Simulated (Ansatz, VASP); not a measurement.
## Mn: VASP beside Ansatz

File INCAR:

```
SYSTEM = Mn
PREC     = Accurate       ! precision mode
ENCUT    = 600            ! plane-wave cutoff, eV
EDIFF    = 1E-6           ! SCF threshold, eV
ISMEAR   = 0              ! smearing method
SIGMA    = 0.1            ! smearing width, eV
LREAL    = .FALSE.        ! projectors in reciprocal space
LASPH    = .TRUE.         ! aspherical terms in the spheres
NELM     = 100            ! most SCF steps
ALGO     = Fast           ! electronic algorithm
ISIF     = 3              ! what is computed and relaxed
LWAVE    = .FALSE.        ! write WAVECAR
LCHARG   = .FALSE.        ! write CHGCAR
GGA      = PE             ! functional
IBRION   = 2              ! ionic algorithm
NSW      = 100            ! ionic steps
EDIFFG   = -0.01          ! ionic threshold
```

KPOINTS

```
Automatic mesh
0
G
  27 27 26
  0 0 0
```

File POSCAR:

```
Mn
1.0
    2.4828716261      0.0000000000      0.0000000000
   -1.2414358130      2.1502299025      0.0000000000
    0.0000000000      0.0000000000      2.1344661209
Mn
1
Direct
    0.0000000000      0.0000000000      0.0000000000
```

Input for Ansatz:

```yaml
crystal:
  lattice:
    - [2.4828716261, 0.0, 0.0]
    - [-1.241435813, 2.1502299025, 0.0]
    - [0.0, 0.0, 2.1344661209]
  atoms:
    - { symbol: Mn, position: [0.0, 0.0, 0.0] }
basis:
  ecutwfc: 420
kpoints:
  mp_grid: { grid: [27, 27, 26] }
hamiltonian:
  xc: pbe
scf:
  occupations: { method: gaussian, width: 0.1 }
output:
  forces: true
  stress: true
  eigenvalues: true
relax:
  adjacent_minimum: "off"
  f_tol: 0.01
  max_steps: 80
  cell: { stress_tol: 0.05 }
```

Alike in both runs: task relaxation of cell and atoms; functional PBE; k mesh 27 × 27 × 26; occupations gaussian, width 0.1 eV; no spin polarisation.

|  | VASP | Ansatz |
| --- | --- | --- |
| version | VASP 6.6.1 | Ansatz 0.2.0 |
| potentials or method | VASP PAW PBE potentials, release 64 (Mn_pv) | scalar-relativistic, plane waves, PAW |
| plane-wave cutoff (eV) | 600 | 420 |
| valence electrons in the cell | 13 | 15 |

Ansatz gave:

```
gap on the k mesh at the Fermi level, each at its own relaxed structure (eV) : none
relaxed volume (Å³/atom)                                                     : 11.38
relaxed cell length with the largest relative difference (Å)                 : 2.134
```

Q: What did VASP give for the same quantities?

A: gap on the k mesh at the Fermi level, each at its own relaxed structure (eV): none; relaxed volume (Å³/atom): 11.41; relaxed cell length with the largest relative difference (Å): 2.137.

A gap of «none» marks a metal or a gap that the smearing closes. The two sets of potentials don't hold the same shells in valence.

Caveats: the run has no spin polarisation, though such a crystal can be magnetic. Spin polarisation is off, so any magnetic state and its effect on volume and gap are missing.
